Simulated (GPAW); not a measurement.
A run of GPAW 26.7.0 is set up as follows.

run.py

```python
import numpy as np
from ase import Atoms
from ase.dft.bandgap import bandgap
from ase.io import write
from gpaw import GPAW, PW
from gpaw.response.df import DielectricFunction

atoms = Atoms(['Sn', 'Sn', 'O', 'O'],
              cell=[[3.81369522, 0.0, 0.0],
                    [0.0, 3.81369522, 0.0],
                    [0.0, 0.0, 4.8869133]],
              scaled_positions=[[0.5, 0.0, 0.76462614],
                                [0.0, 0.5, 0.23537386],
                                [0.0, 0.0, 0.0],
                                [0.5, 0.5, 0.0]],
              pbc=True)

calc = GPAW(mode=PW(550),
            xc='PBE',
            kpts={'size': (6, 6, 5), 'gamma': True},
            occupations={'name': 'fermi-dirac', 'width': 0.001},
            nbands=33,
            convergence={'density': 1e-06},
            maxiter=150,
            txt='gpaw.txt')
atoms.calc = calc
energy = atoms.get_potential_energy()
calc.write('gs.gpw')
write('result.traj', atoms)
print(f'Energy: {energy:.6f} eV')
print('Fermi level:', round(calc.get_fermi_level(), 4), 'eV')
print(f'Gap: {bandgap(calc)[0]:.4f} eV, direct: {bandgap(calc, direct=True)[0]:.4f} eV')

for size in [(9, 9, 7)]:
    name = 'x'.join(str(n) for n in size)
    dense = calc.fixed_density(kpts={'size': size, 'gamma': True},
                               nbands=66, convergence={'bands': 60, 'eigenstates': 1e-7},
                               update_fermi_level=True, txt=f'dense-{name}.txt')
    dense.write(f'{name}.gpw', mode='all')
    df = DielectricFunction(f'{name}.gpw', frequencies=np.array([0.0]), hilbert=False, eta=0.001,
                            ecut=80, nbands=60, intraband=False, txt=f'df-{name}.txt')
    for xc in ['RPA']:
        for direction in ['x', 'y', 'z', [0, 1, 1], [1, 0, 1], [1, 1, 0]]:
            e0, e = df.get_macroscopic_dielectric_constant(xc=xc, direction=direction)
            print(f'{name} {xc} {direction}: {e0:.4f} without, {e:.4f} with local fields')
```

Potentials or basis: GPAW PAW data sets (gpaw-data 1.2.1), pw.

Run with:

```sh
$ OMP_NUM_THREADS=1 python run.py
```

Task: Estimate the electronic dielectric tensor (diagonal).

Result: 7.58, 7.58, 6.72.

Task: Estimate the band gap on the k mesh.

Result: 0.15 eV, indirect (least direct gap 2.03 eV).

Electronic dielectric tensor:
```
7.58 0.00 0.00
0.00 7.58 0.00
0.00 0.00 6.72
```

Caveat: the gap is small at this level, which inflates the dielectric constant; the long-wavelength limit can be off by a per cent or two; spin-orbit coupling is left out, which moves the levels of the heavy elements; an odd mesh through Γ misses points on the zone boundary, where band edges often lie.
